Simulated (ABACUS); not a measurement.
## SiC (Moissanite) under changes of volume

One of the cells (10.341 Å³/atom); the others are scaled copies at fixed shape and fractional positions:

```
CELL_PARAMETERS angstrom
3.07600 0.00000 0.00000
-1.53800 2.66389 0.00000
0.00000 0.00000 5.04800
ATOMIC_POSITIONS crystal
Si 0.66667 0.33333 0.50000
Si 0.33333 0.66667 0.00000
C 0.66667 0.33333 0.88500
C 0.33333 0.66667 0.38500
```

| Quantity | Value |
| --- | --- |
| Program | ABACUS 3.10.1 |
| Functional | PBEsol |
| Potentials or basis | PseudoDojo NC SR 0.4.1 PBEsol standard |
| Cutoff | 1116 eV |
| Density cutoff | 4463 eV |
| Basis | plane waves |
| k mesh | 10 × 10 × 5 |
| Occupations | fermi-dirac, width 0.05 eV |
| Spin | no spin polarisation |

```tsv
volume (Å³/atom)	energy over the lowest point (meV/atom)	pressure (GPa)	gap on the mesh (eV)	largest force (eV/Å)
9.721	30.05	15.8	2.23	0.859
9.927	13.26	10.1	2.26	0.823
10.134	3.46	5.0	2.30	0.788
10.341	0.00	0.3	2.33	0.756
10.548	?	?	?	?
10.755	9.79	-7.8	2.39	0.695
10.961	22.02	-11.3	2.37	0.667
```

Problem. What does the run at 10.548 Å³/atom give?

Solution. Energy over the lowest point 2.28 meV/atom; pressure -3.9 GPa; gap on the mesh 2.36 eV; largest force 0.725 eV/Å.

Worked out: A Birch-Murnaghan fit of order 3 (a polynomial in V^(-2/3)) to the other rows has its minimum at 10.36 Å³/atom with B0 = V·E''(V) = 221 GPa and B' = 3.9 at fixed shape and positions, which overstates the stiffness. It gives 2.28 meV/atom at 10.548 Å³/atom, against the run's 2.28, and -dE/dV = -3.9 GPa, against -3.9. A parabola through the other rows of the gap, of slope 0.986 eV per unit of ln V there, gives 2.36 eV, against the run's 2.36.

Energies are extrapolated to zero smearing.

Caveats: there are fewer bands than atomic start orbitals, so a level may be missed at k points of high symmetry; an odd mesh through Γ misses points on the zone boundary, where band edges often lie.
